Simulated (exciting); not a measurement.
Here is an exciting (release sodium) calculation.

input.xml

```xml
<input>
  <title>InAs</title>
  <structure speciespath="./" tshift="false">
    <crystal scale="1">
      <basevect>0.000000000000 5.703193444121 5.703193444121</basevect>
      <basevect>5.703193444121 0.000000000000 5.703193444121</basevect>
      <basevect>5.703193444121 5.703193444121 0.000000000000</basevect>
    </crystal>
    <species speciesfile="In.xml" rmt="2.3">
      <atom coord="0.000000000000 0.000000000000 0.000000000000"/>
    </species>
    <species speciesfile="As.xml" rmt="2">
      <atom coord="0.750000000000 0.750000000000 0.750000000000"/>
    </species>
  </structure>
  <groundstate do="fromscratch" ngridk="8 8 8" rgkmax="9" gmaxvr="14" lmaxapw="10" lmaxmat="10" lmaxvr="8" xctype="GGA_PBE" stype="Fermi Dirac" swidth="0.00183747" nempty="10" ValenceRelativity="iora*" epsengy="1e-05" epspot="1e-05" maxscl="60" outputlevel="low"/>
  <properties>
    <bandstructure>
      <plot1d>
        <path steps="80">
          <point coord="0 0 0" label="G"/>
          <point coord="0.5 0 0.5" label="X"/>
          <point coord="0.5 0.25 0.75" label="W"/>
          <point coord="0.375 0.375 0.75" label="K"/>
          <point coord="0 0 0" label="G"/>
          <point coord="0.5 0.5 0.5" label="L"/>
          <point coord="0.625 0.25 0.625" label="U"/>
          <point coord="0.5 0.25 0.75" label="W"/>
          <point coord="0.5 0.5 0.5" label="L"/>
          <point coord="0.375 0.375 0.75" label="K" breakafter="true"/>
          <point coord="0.625 0.25 0.625" label="U"/>
          <point coord="0.5 0 0.5" label="X"/>
        </path>
      </plot1d>
    </bandstructure>
    <dos nwdos="300" winddos="-0.6 0.5" inttype="tetra" ngrdos="100" nsmdos="1"/>
  </properties>
</input>
```

Potentials or basis: all-electron LAPW+lo, shipped species files, valence relativity iora*.

The run is started by

```console
$ OMP_NUM_THREADS=1 exciting_smp
```

Predict the band gap on the k mesh.

none (metal or under the smearing width).

Levels at the corners of the path, in eV from the Fermi level:
```tsv
point	band 15	band 16	band 17	band 18	band 19	band 20
Γ	-0.22	-0.05	-0.05	-0.05	3.88	3.88
X	-5.90	-2.38	-2.38	1.51	2.03	9.17
W	-5.76	-3.01	-2.93	4.19	4.26	4.98
K	-5.76	-3.33	-2.01	2.08	4.25	7.30
Γ	-0.22	-0.05	-0.05	-0.05	3.88	3.88
L	-5.83	-1.04	-1.04	0.93	4.65	4.65
U	-5.76	-3.33	-2.01	2.08	4.25	7.30
W	-5.76	-3.01	-2.93	4.19	4.26	4.98
L	-5.83	-1.04	-1.04	0.93	4.65	4.65
K	-5.76	-3.33	-2.01	2.08	4.25	7.30
U	-5.76	-3.33	-2.01	2.08	4.25	7.30
X	-5.90	-2.38	-2.38	1.51	2.03	9.17
```

Caveat: the tetrahedron DOS on this energy grid can lose part of the weight of narrow d or f bands; spin-orbit coupling is left out, which moves the levels of the heavy elements; this crystal is a semiconductor, whose small gap the functional closes, so the metal is an error of the method.

**Measured values to compare with.**

A printed reference work, data compilation reports, for a bulk crystal of InAs at 4.2 K: band gap 0.418 eV (direct).

Measured gap of InAs: 0.418 eV (direct; 4.2 K; a printed reference work, data compilation). This calculation gives 0.00 eV (-0.42 eV). Spin-orbit coupling on As, In is left out. The value is that of PBE on a finite k mesh, which can miss the band edges, without temperature or zero-point motion. Semilocal functionals fall short of measured gaps as a rule.
